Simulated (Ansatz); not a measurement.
# PbO2 (Fm-3m) in Ansatz: equation of state

How stiff is PbO2 in PBE, and what volume does it want? The cell is scaled to several volumes.

Program: Ansatz 0.2.0. These are calculated values, not measurements. Logs are shortened: lines on timing, memory, paths and dates and some standing lists are left out, and cuts for length are marked.

## 1. The crystal as given

Symmetry: Fm-3m, No. 225, cubic system. The conventional cell has a = 5.404 Å, b = 5.404 Å, c = 5.404 Å, α = 90.00°, β = 90.00°, γ = 90.00°. Pb (site symmetry m-3m) has 8 O at 2.34 Å as nearest neighbours. Around O (site symmetry -43m) lie 4 Pb at 2.34 Å.

The cell comes from a database or a generator and needn't be the stable form of this composition.

## 2. Equation of state, PBE

Potentials or basis: all-electron LAPW, scalar-relativistic.

No new run: the results of the series are fitted here.

Results:

```yaml
Equilibrium_volume: 13.19 Å³/atom
Bulk_modulus: 133 GPa
Pressure_derivative_of_the_bulk_modulus: 5.0
```

Energy against volume, from the lowest point:
```csv
volume (Å³/atom),energy (meV/atom)
12.362,24.68
12.625,11.03
12.888,3.00
13.151,0.00
13.414,1.46
13.677,6.87
13.940,15.77
```
